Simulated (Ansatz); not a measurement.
**Ionic part of the dielectric constant of AlAs at 40 GPa, mode by mode**

Computed with DFT PBE, scalar-relativistic, plane waves, PAW in Ansatz 0.2.0. Cutoff 420 eV, 10×10×10 k-points (Γ-centred), fixed occupations. No spin polarisation. Phonons by linear response, acoustic sum rule imposed.

The structure is cubic, space group F-43m (No. 216). The conventional cell has a = 5.164 Å, b = 5.164 Å, c = 5.164 Å, α = 90.00°, β = 90.00°, γ = 90.00°. Al (site symmetry -43m) is surrounded by 4 As at 2.24 Å. As (site symmetry -43m) is surrounded by 4 Al at 2.24 Å.

Other phases may be more stable at this pressure. The bands were filled as in an insulator; under compression the gap may have closed between mesh points.

The primitive cell has V = 34.43 Å³ and ε∞,zz = 8.751. Each polar mode adds Δε = (4.92064×10⁷/V)·S/ν² along z, with S its oscillator strength in e²/amu, ν in cm⁻¹ and V in Å³.

Question: From these modes, find each Δε and ε0,zz.
```json
{"ν (cm⁻¹)": "488.8", "S_zz (e²/amu)": "0.1968"}
```

Answer:
```csv
ν (cm⁻¹),Δε
488.8,1.18
```

The sum is 1.177, so ε0,zz = 9.93; the run's tensor has 9.93.

Question: Where do the longitudinal modes lie for a wave vector along z?

Answer: At 521 cm⁻¹. The Lyddane–Sachs–Teller product Π(ν_LO/ν_TO)² = 1.13 matches ε0/ε∞ = 1.13.

Cost: 1 run of about 2.5 core-minutes, on Intel Xeon Processor @ 2.50GHz (Skylake/Cascade Lake) (shared hosts).